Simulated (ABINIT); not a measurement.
Crystal: PtSe2 (Sudovikovite).

```
CELL_PARAMETERS angstrom
3.72400 0.00000 0.00000
-1.86200 3.22508 0.00000
0.00000 0.00000 5.06200
ATOMIC_POSITIONS crystal
Pt 0.00000 0.00000 0.00000
Se 0.66667 0.33333 0.75000
Se 0.33333 0.66667 0.25000
```

Program: ABINIT 10.8.3 (patched build). Alike in all runs: no spin polarisation; cell as given; cutoff (eV) 544; smearing fermi-dirac 0.05 eV. Hardware: 1 thread of Arm Neoverse V1, with other jobs on the host.

Problem. Order these runs on this cell by their wall time, lowest first.
A. task single point; level PBEsol; potentials or basis JTH PAW PBE v2.0; k mesh 6 × 6 × 4; mesh quality not flagged
B. task single point; level LDA; potentials or basis JTH PAW LDA v2.0; k mesh 5 × 5 × 3; mesh quality coarse
C. task band structure; level rPW86PBE; potentials or basis JTH PAW PBE v2.0; k mesh 8 × 8 × 5; mesh quality not flagged
D. task single point; level LDA; potentials or basis JTH PAW LDA v2.0; k mesh 3 × 3 × 2; mesh quality coarse

Solution. D (8.1 s), B (17 s), A (44 s), C (120 s).

Caveats: some runs use coarse meshes; the atomic spheres overlap.

Runs at the PBE level aren't shown here.
